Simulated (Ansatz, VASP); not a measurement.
**ZrSi2: VASP beside Ansatz**

```
Si Zr
1.0
    -1.71085    1.71085    4.20281
     1.71085   -1.71085    4.20281
     1.71085    1.71085   -4.20281
Si Zr
2 1
Direct
  0.33300 0.33300 0.00000
  0.66700 0.66700 0.00000
  0.00000 0.00000 0.00000
```

Alike in both runs: task single point; functional PBEsol; k mesh 18 × 18 × 18; occupations gaussian, width 0.1 eV; no spin polarisation.

|  | VASP | Ansatz |
| --- | --- | --- |
| version | VASP 6.6.1 | Ansatz 0.2.0 |
| potentials or method | VASP PAW PBE potentials, release 64 (Si, Zr_sv) | scalar-relativistic, plane waves, PAW |
| plane-wave cutoff (eV) | 520 | 420 |
| valence electrons in the cell | 20 | 20 |

```tsv
	VASP	Ansatz	Ansatz less VASP
gap on the k mesh at the Fermi level (eV)	none	none	-
pressure (GPa)	1.3	1.1	-0.14
largest component of the traceless stress (GPa)	4.60	4.60	-0.009
rms of the force components (eV/Å)	0.227	0.225	-0.0021
```

Atom by atom the forces differ by 0.002 eV/Å (rms over components). A gap of «none» marks a metal or a gap that the smearing closes. The functional is the same, so the differences come from potentials, cutoffs and numerics.

Caveats: the PAW data sets were made with another functional, which shifts forces and pressure a little (VASP).
